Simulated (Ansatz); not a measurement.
A trial cell of BeTe, before relaxation:

```cif
data_structure
_symmetry_space_group_name_H-M 'P4/nmm:1'
_symmetry_Int_Tables_number 129
_cell_length_a 4.3842
_cell_length_b 4.3842
_cell_length_c 4.3397
_cell_angle_alpha 90.000
_cell_angle_beta 90.000
_cell_angle_gamma 90.000
_cell_volume 83.42
loop_
_atom_site_label
_atom_site_type_symbol
_atom_site_symmetry_multiplicity
_atom_site_Wyckoff_symbol
_atom_site_fract_x
_atom_site_fract_y
_atom_site_fract_z
_atom_site_occupancy
Be1 Be 2 b 0.00000 0.00000 0.50000 1
Te1 Te 2 c 0.50000 0.00000 0.89714 1
```

Computed with Ansatz 0.2.0, DFT PBE, scalar-relativistic, plane waves, PAW. Cutoff 420 eV, Gaussian smearing, Γ-centred meshes. Cell and atoms relax first on a coarse mesh and then on a converged one. In between, the cell is made exact in the group found at 0.06 Å. The steps can't lower the symmetry of their start. No spin polarisation.

A guess keeps its type if space group and coordination stay and the shape of the cell changes little (axis ratios within about 15 %, angles within 6°); the volume may change.

Problem. Does this structure survive the relaxation?

Solution. It doesn't keep its type. The symmetry stays P4/nmm (No. 129). The volume per atom grows by 36.2 %, from 20.9 to 28.4 Å³. The shortest distance goes from 2.79 Å (Be–Te) to 2.48 Å (Be–Te). The ratio c/a of the conventional cell changes by a factor of 1.92. Counting neighbours within 15 % of an atom's shortest distance, the start has Be 8, Te 4 and the end Be 8, Te 4. In detail, at the end Be is surrounded by 4 Te at 2.48 Å and 4 Be at 2.77 Å; around Te lie 4 Be at 2.48 Å.

Space group P4/nmm:1 (No. 129). a = 3.912 Å, b = 3.912 Å, c = 7.426 Å, α = 90.00°, β = 90.00°, γ = 90.00°
```csv
atom,site,symmetry,x,y,z
Be,2b,-4m2,0.0000,0.0000,0.5000
Te,2c,4mm,0.5000,0.0000,0.7061
```

Energies over the elements count from the elements' standard structures at the same level, with no fitted energy shifts.

Problem. At what energy does it end?

Solution. −0.267 eV/atom.

The last run used an 8×8×4 mesh (in the run's order of axes) for its 4-atom cell and Gaussian smearing of 0.02 eV. Weakly bound directions are ill-defined at this level, which has no dispersion term. These runs have no spin–orbit coupling, which can matter for Te. The reference form of Te is held partly by dispersion forces, which this level lacks. A structure relaxed within its symmetry needn't be a true minimum. Another cell of BeTe relaxed alike, in F-43m (a cell as deposited in COD), lies 94 meV/atom lower, so this cell isn't the stable form at this level.
